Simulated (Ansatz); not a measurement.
# CdS: what symmetry allows forces and stress to be

```
Cd S
1.0
     0.00000    2.66861    2.66861
     2.70991    0.00000    2.66861
     2.70991    2.66861    0.00000
Cd S
1 1
Direct
  0.97276 0.02724 0.02724
  0.52724 0.47276 0.47276
```

Level of theory: Ansatz 0.2.0, DFT PBEsol, scalar-relativistic, plane waves, PAW.

Settings: cutoff 420 eV, Γ-centred mesh 12×12×12 on the computed 2-atom cell, Gaussian smearing of 0.05 eV; no spin polarisation.

This distorted cell has space group I4mm, with 8 operations.

Task: Without a calculation: in which directions can each atom feel a force?

Result: A force must be left unchanged by every operation that keeps its atom in place, so it lies in the space that those operations leave fixed. Atoms that the group maps onto each other feel forces of one size.
| atom | site symmetry | operations at the site | equivalent to atom | allowed force (Cartesian) |
| --- | --- | --- | --- | --- |
| Cd1 | 4mm | 8 | 1 | along (1.00, 0.00, 0.00) |
| S2 | 4mm | 8 | 2 | along (1.00, 0.00, 0.00) |

That leaves 2 independent force components of 6, tied by 1 condition that the forces sum to zero, so 1 remains. A relaxation in this cell that keeps the symmetry moves the atoms in these directions alone.

Task: And the stress tensor?

Result: It must be invariant under the point group, which leaves 2 independent components: yz, xz, xy vanish; yy = zz.

Task: Do the computed values obey this?

Result: Yes. Forces (eV/Å):
```
Cd1 -0.923  0.000  0.000
S2   0.923  0.000  0.000
```

Stress (GPa, compression positive, xx yy zz yz xz xy): 10.30 1.44 1.44 0.00 0.00 0.00. The program imposes the same operations on density, forces and stress, so this confirms the analysis and is no independent test of the calculation.

This rock-salt form isn't the usual stable structure of the compound.